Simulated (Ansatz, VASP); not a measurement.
Two plane-wave programs on Sn

```xyz
3
Lattice="5.3062 0.0000 0.0000 -2.6531 4.5953 0.0000 0.0000 0.0000 3.2595" Properties=species:S:1:pos:R:3 pbc="T T T"
Sn    0.0000    0.0000    0.0000
Sn    0.0000    3.0635    1.6298
Sn    2.6531    1.5318    1.6298
```

Alike in both runs: functional PBE; k mesh 7 × 7 × 9; occupations fermi-dirac, width 0.1 eV; no spin polarisation.

Ansatz relaxed the structure, and its values are those at the end. VASP's run is a single point on that final structure, the one shown.

|  | VASP | Ansatz |
| --- | --- | --- |
| version | VASP 6.6.1 | Ansatz 0.2.0 |
| potentials or method | VASP PAW PBE potentials, release 64 (Sn_d) | PAW with Ansatz's default frozen-core files, scalar-relativistic |
| plane-wave cutoff (eV) | 520 | 420 |
| valence electrons in the cell | 42 | 42 |

|  | VASP | Ansatz | Ansatz less VASP |
| --- | --- | --- | --- |
| pressure (GPa) | 2.7 | 2.7 | +0.05 |
